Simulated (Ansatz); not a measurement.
## I under changes of volume

One of the cells (44.806 Å³/atom); the others are scaled copies at fixed shape and fractional positions:

```xyz
1
Lattice="2.5383 -3.7066 0.0000 2.5383 3.7066 0.0000 -1.6209 0.0000 2.3811" Properties=species:S:1:pos:R:3 pbc="T T T"
I     1.7279    0.0000    1.1905
```

| Quantity | Value |
| --- | --- |
| Program | Ansatz 0.2.0 |
| Functional | PBE |
| Potentials or basis | all-electron LAPW, scalar-relativistic |
| Cutoff | 244 eV (chosen from the basis error) |
| Basis error allowed | 0.0005 eV/atom |
| k mesh | 7 × 7 × 11 |
| Occupations | fermi-dirac, width 0.05 eV |
| Spin | no spin polarisation |

| volume (Å³/atom) | energy over the lowest point (meV/atom) | pressure (GPa) |
| --- | --- | --- |
| 42.118 | 39.10 | 2.9 |
| 43.014 | 25.07 | 2.2 |
| 43.910 | 14.53 | 1.7 |
| 44.806 | ? | ? |
| 45.702 | 2.38 | 0.7 |
| 46.598 | 0.12 | 0.3 |
| 47.494 | 0.00 | -0.1 |

Q: What does the run at 44.806 Å³/atom give?

A: Energy over the lowest point 7.08 meV/atom; pressure 1.1 GPa.

Worked out: A Birch-Murnaghan fit of order 3 (a polynomial in V^(-2/3)) to the other rows has its minimum at 47.09 Å³/atom with B0 = V·E''(V) = 18.9 GPa and B' = 5.3 at fixed shape and positions, which overstates the stiffness. It gives 7.09 meV/atom at 44.806 Å³/atom, against the run's 7.08, and -dE/dV = 1.1 GPa, against 1.1.

Energies are extrapolated to zero smearing.

Caveats: an odd number of electrons without spin polarisation forces a metal; a magnetic or distorted state may lie lower.
